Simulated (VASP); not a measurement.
The system is Ag.

```
CELL_PARAMETERS angstrom
0.00000 2.04275 2.04275
2.04275 0.00000 2.04275
2.04275 2.04275 0.00000
ATOMIC_POSITIONS crystal
Ag 0.00000 0.00000 0.00000
```

| Item | Value |
| --- | --- |
| Program | VASP 6.6.1 |
| Task | relaxation of cell and atoms |
| Functional | PBE0 |
| Potentials or basis | VASP PAW PBE potentials, release 64 (Ag) |
| Cutoff | 600 eV |
| k mesh | 6 × 6 × 6 |
| Occupations | fermi-dirac, width 0.05 eV |
| Spin | no spin polarisation |

At the start: pressure 4.4 GPa; volume 17.05 Å³/atom.

Task: How do energy, volume and symmetry change on relaxing?

Result: Over 4 steps the energy falls by 15.9 meV/atom and the volume is 18.03 Å³/atom (+5.8 %); space group Fm-3m (No. 225, to 0.05 Å).

Step by step:
```csv
step,energy change (eV),largest force (eV/Å),pressure (GPa),volume (Å³)
1,0.0000,0.0000,4.44,17.05
2,-0.0153,0.0000,-0.93,18.24
3,-0.0159,0.0000,-0.20,18.08
4,-0.0159,0.0000,0.02,18.03
```

Final structure:
```xyz
1
Lattice="0.0000 2.0812 2.0812 2.0812 0.0000 2.0812 2.0812 2.0812 0.0000" Properties=species:S:1:pos:R:3 pbc="T T T"
Ag    0.0000    0.0000    0.0000
```

Caveat: the k mesh is coarse (spacing up to 0.44 Å⁻¹), so the values aren't converged, least of all with exact exchange; the PAW data sets were made with another functional, which shifts forces and pressure a little.
